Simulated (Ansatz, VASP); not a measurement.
Ga: VASP beside Ansatz

The input INCAR:

```
PREC = Accurate ; ENCUT = 520
EDIFF = 1E-6 ; ISMEAR = -1
SIGMA = 0.05 ; LREAL = False
LASPH = True ; NELM = 60
ALGO = Normal ; ISIF = 2
LWAVE = False ; LCHARG = False
NBANDS = 12
```

The input KPOINTS:

```
regular mesh
0
Gamma
  16 16 16
```

The input POSCAR:

```
Ga
1.0
   -1.4352138863      1.4352138863      1.4352138863
    1.4352138863     -1.4352138863      1.4352138863
    1.4352138863      1.4352138863     -1.4352138863
Ga
1
Direct
    0.0000000000      0.0000000000      0.0000000000
```

Input for Ansatz:

```yaml
crystal:
  lattice:
    - [-1.4352138863, 1.4352138863, 1.4352138863]
    - [1.4352138863, -1.4352138863, 1.4352138863]
    - [1.4352138863, 1.4352138863, -1.4352138863]
  atoms:
    - { symbol: Ga, position: [0.0, 0.0, 0.0] }
kpoints:
  mp_grid: { grid: [16, 16, 16] }
scf:
  occupations: { method: fermi_dirac, width: 0.05 }
hamiltonian:
  xc: lda
  pseudopotentials: { kind: all_electron, lapw: { basis_error: 0.001 } }
output:
  forces: true
  stress: true
  eigenvalues: true
  populations: true
```

Change from the starting cell: volume scaled by 0.68, LAPW.

Alike in both runs: task single point; functional LDA; k mesh 16 × 16 × 16; occupations fermi-dirac, width 0.05 eV; no spin polarisation.

|  | VASP | Ansatz |
| --- | --- | --- |
| version | VASP 6.6.1 | Ansatz 0.2.0 |
| potentials or method | VASP PAW LDA potentials, release 64 (Ga_d) | all-electron LAPW, scalar-relativistic |
| plane-wave cutoff (eV) | 520 | see its input |

|  | VASP | Ansatz | Ansatz less VASP |
| --- | --- | --- | --- |
| pressure (GPa) | 63.1 | 62.3 | -0.80 |

Ansatz ran all-electron here, so the differences hold the error of VASP's frozen core and of both bases.

Caveats: the cell as given lies far from equilibrium; so large a pressure means that the cell lies far from this level's equilibrium, or that cutoff or potentials fall short (VASP).
